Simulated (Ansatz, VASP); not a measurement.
**SnO2 (Cassiterite) in VASP and in Ansatz**

File INCAR:

```
SYSTEM = SnO2
PREC = Accurate
ENCUT = 480
EDIFF = 1E-7
ISMEAR = -1
SIGMA = 0.05
LREAL = .FALSE.
LASPH = .TRUE.
NELM = 80
ALGO = Normal
ISIF = 3
LWAVE = .FALSE.
LCHARG = .FALSE.
GGA = PE
IBRION = 2
NSW = 40
EDIFFG = -0.02
```

Contents of KPOINTS:

```
regular mesh
0
G
  6 6 8
  0 0 0
```

The input POSCAR:

```
SnO2
1.0
    4.7380000000      0.0000000000      0.0000000000
    0.0000000000      4.7380000000      0.0000000000
    0.0000000000      0.0000000000      3.1865000000
Sn O
2 4
Direct
    0.5000000000      0.5000000000      0.5000000000
    0.0000000000      0.0000000000      0.0000000000
    0.8071000000      0.1929000000      0.5000000000
    0.6929000000      0.6929000000      0.0000000000
    0.1929000000      0.8071000000      0.5000000000
    0.3071000000      0.3071000000      0.0000000000
```

File input.yaml:

```yaml
crystal:
  lattice:
    - [4.738, 0.0, 0.0]
    - [0.0, 4.738, 0.0]
    - [0.0, 0.0, 3.1865]
  atoms:
    - { symbol: Sn, position: [0.5, 0.5, 0.5] }
    - { symbol: Sn, position: [0.0, 0.0, 0.0] }
    - { symbol: O, position: [0.8071, 0.1929, 0.5] }
    - { symbol: O, position: [0.6929, 0.6929, 0.0] }
    - { symbol: O, position: [0.1929, 0.8071, 0.5] }
    - { symbol: O, position: [0.3071, 0.3071, 0.0] }
hamiltonian:
  xc: pbe
  pseudopotentials: { kind: paw }
kpoints:
  mp_grid: { grid: [6, 6, 8] }
scf:
  occupations: { method: fermi_dirac, width: 0.05 }
output:
  forces: true
  stress: true
  write_density: true
  write_potential: true
  elf: true
  volumetric_format: npy
relax:
  f_tol: 0.01
  max_steps: 40
  cell: { stress_tol: 0.05 }
```

Alike in both runs: task relaxation of cell and atoms; functional PBE; k mesh 6 × 6 × 8; occupations fermi-dirac, width 0.05 eV; no spin polarisation.

|  | VASP | Ansatz |
| --- | --- | --- |
| version | VASP 6.6.1 | Ansatz 0.2.0 |
| potentials or method | VASP PAW PBE potentials, release 64 (Sn_d, O_s) | Ansatz PAW |
| plane-wave cutoff (eV) | 480 | 420 |
| valence electrons in the cell | 52 | 52 |

|  | VASP | Ansatz | Ansatz less VASP |
| --- | --- | --- | --- |
| gap on the k mesh at the Fermi level, each at its own relaxed structure (eV) | 0.62 | 0.68 | +0.058 |
| relaxed volume (Å³/atom) | 12.60 | 12.58 | -0.022 |
| relaxed cell length with the largest relative difference (Å) | 3.249 | 3.238 | -0.0105 |
| energy change over the relaxation (meV/atom) | -24 | -22 | +2.5 |

Caveats: spin-orbit coupling is left out, which moves the levels of the heavy elements; the plane-wave basis is chosen anew once the cell has moved, so the energies of steps on either side of that aren't comparable (Ansatz); the pressure holds a Pulay correction of +0.8 GPa for the finite cutoff (Ansatz). Zero-point motion and thermal expansion aren't in these numbers. PBE usually gives volumes a little too large and moduli too small.
